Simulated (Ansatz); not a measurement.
# SCF log, BeO

We look at BeO: an experimental structure (space group P6_3mc), with 4 atoms per cell. Source: COD entry 9015191, which need not be the ambient phase.

Computed with DFT, PBE, PAW, plane waves, scalar-relativistic in Ansatz.

The input:

```yaml
crystal:
  lattice:
    - [2.69830158, 0.0, 0.0]
    - [-1.34915079, 2.33679772, 0.0]
    - [0.0, 0.0, 4.3776]
  atoms:
    - { symbol: Be, position: [0.33333333, 0.66666667, 0.0] }
    - { symbol: Be, position: [0.66666667, 0.33333333, 0.5] }
    - { symbol: O, position: [0.33333333, 0.66666667, 0.3784] }
    - { symbol: O, position: [0.66666667, 0.33333333, 0.8784] }
hamiltonian:
  xc: pbe
  pseudopotentials: { kind: paw }
basis:
  ecutwfc: 420
kpoints:
  mp_grid: { grid: [9, 9, 5] }
scf:
  occupations: { method: fermi_dirac, width: 0.02 }
  lower_state_search: "off"
  n_extra_bands: 12
  max_iter: 80
output:
  forces: true
  stress: true
```

The run was started with:
```sh
ansatz run input.yaml --threads 2 --pin off --max-ram 5120MiB --backend cpu --events-out ev --progress --plain --runs-dir out
```

Program output, abridged:

```
scf.n_extra_bands = 12 over 8 filled bands (N_el = 16.0): the run solves 20 bands
Pseudopotentials: kind: paw
Pseudopotential: Be, paw, valence charge 2, recommended cutoff 420 eV (normal), Be.paw.azcp
Pseudopotential: O, paw, valence charge 6, recommended cutoff 420 eV (normal), O.paw.azcp
Functional definition: PBE
Crystal: 4 atoms, lattice volume = 27.602 Å³
Basis set: ecut = 420 eV, 549 PW (Γ), exchange–correlation on 40×40×60 points (8 copies of the dense FFT grid, shifted against one another)
Bands: 20, of which v1, the nominal top of the filled ones, is band 8 counted from 1 (7 counted from 0)
Symmetry: 12 space group operations
Space group: P63mc (ITA 186), of the structure as read, at distance tolerance 3.0e-5 Å
k-points: 36 of 405 (time reversal used)
Non-local potential: Be, projectors of the file, l = 0: 2, l = 1: 2, l = 2: 1
Non-local potential: O, projectors of the file, l = 0: 2, l = 1: 2, l = 2: 1
Initial density: superposition of atomic densities (neutral atoms: chi_scale 0, normalization atom), corrected by the library's trained network
Initial wavefunctions: pseudopotential atomic-orbital guess
Functional: x = pbe(κ = 0.804, μ = 0.2195149727645171), c = pbe(β = 0.06672455060314922)
SCF iter   1: F=—  HF=-1326.403072 eV  |F-HF|=—  |Δ(HF+E_count)|=         —  Δρ=7.11e-4  dr2=1.90e-5  ethr=1.77e-3  ⟨swp⟩=6.0  Hψ=3669  notcnv=0  defer=74
preconditioner: auto → none  [insulator: Δε(μ)=7.605 eV  Ē_g=24.211 eV  σ=0.020 eV  W_gap=1.00  n_scr=2 (ndim 8)  ℏωp=28.3 eV  f_vac=0.000  D(μ)=0.00/eV (n_scr^D=0)  ε∞_Penn≈2.4]
SCF iter   2: F=—  HF=-1326.403408 eV  |F-HF|=—  |Δ(HF+E_count)|=   3.35e-4  Δρ=4.89e-4  dr2=2.93e-5  ethr=1.19e-7  ⟨swp⟩=2.0  Hψ=1299  notcnv=0  defer=108
SCF iter   3: F=—  HF=-1326.403697 eV  |F-HF|=—  |Δ(HF+E_count)|=   2.89e-4  Δρ=1.90e-4  dr2=4.83e-6  ethr=1.19e-7  ⟨swp⟩=2.0  Hψ=869  notcnv=0  defer=108
SCF iter   4: F=—  HF=-1326.403697 eV  |F-HF|=—  |Δ(HF+E_count)|=   4.02e-7  Δρ=9.43e-5  dr2=1.67e-6  ethr=3.02e-8  ⟨swp⟩=1.9  Hψ=716  notcnv=0  defer=108
SCF iter   5: F=—  HF=-1326.403696 eV  |F-HF|=—  |Δ(HF+E_count)|=   4.71e-7  Δρ=2.68e-5  dr2=1.47e-7  ethr=1.04e-8  ⟨swp⟩=1.8  Hψ=721  notcnv=0  defer=108
SCF iter   6: F=-1326.403696 eV  HF=-1326.403696 eV  |F-HF|=5.55e-9  |Δ(HF+E_count)|=   4.13e-8  Δρ=5.76e-6  dr2=6.97e-9  ethr=6.25e-10  ⟨swp⟩=3.2  Hψ=1447  notcnv=0
SCF 1 converged in 6 iterations: F = -1326.403696 eV  dr2 = 6.97e-9
  greatest PAW one-centre occupation: 0.858 electrons in one spin orbital (limit 2), on the O atom at site 2 (counted from 0), in its partial waves of l = 0
SCF converged after 6 iterations
Free energy (F): -1326.403696 eV
Harris-Foulkes:  -1326.403696 eV  (|F-HF|=5.55e-9)
Internal energy: -1326.403696 eV  (E = F + TS)
E sigma→0 (E₀):  -1326.403696 eV
Fermi energy:    9.756185 eV
--- Per-component energies (eV) ---
  E_band       = -5.943192
  E_kinetic    = 399.689109
  E_local      = -677.787968  (includes V_loc(G=0)·N_el)
  E_nonlocal   = 105.553027
  E_hartree    = 237.598053
  E_xc         = -188.902549
  E_vxc        = -232.347698  (∫ρ·V_xc dr)
  E_paw        = -437.006725  (= ΣΔE_a)
  E_vpaw       = -76.248552  (= ΣTr[D̂ρ^β])
  E_aug_tail   = 0.005128  (compensation charges beyond the density's cutoff)
  E_ewald      = -765.551770
  E_smearing   = -0.000000  (= −TS)
  E_closure    = -0.000000  (closes the sum)
  Σ components = -1326.403696   (vs F -1326.403696, Δ=0.00e0)
--- Forces (eV/Å), atoms counted from 1 ---
  atom   1  Be     0.00000000    -0.00000000     0.02398879
  atom   2  Be    -0.00000000     0.00000000     0.02398879
  atom   3  O      0.00000000     0.00000000    -0.02397266
  atom   4  O      0.00000000    -0.00000000    -0.02397266
  max |Σ_I F_I| component: 3.23e-5 eV/Å
--- Stress (GPa, compression-positive) ---
        3.389858       0.000000       0.000000
        0.000000       3.389858      -0.000000
        0.000000       0.000000       3.661890
  P = ⅓ Tr σ = 3.4805 GPa (34.805 kbar)
```

Gaps of semilocal functionals run low against measured ones.

The run took 0.85 s on 2 threads of Arm Neoverse V1 (shared host), peak memory 0.28 GiB.
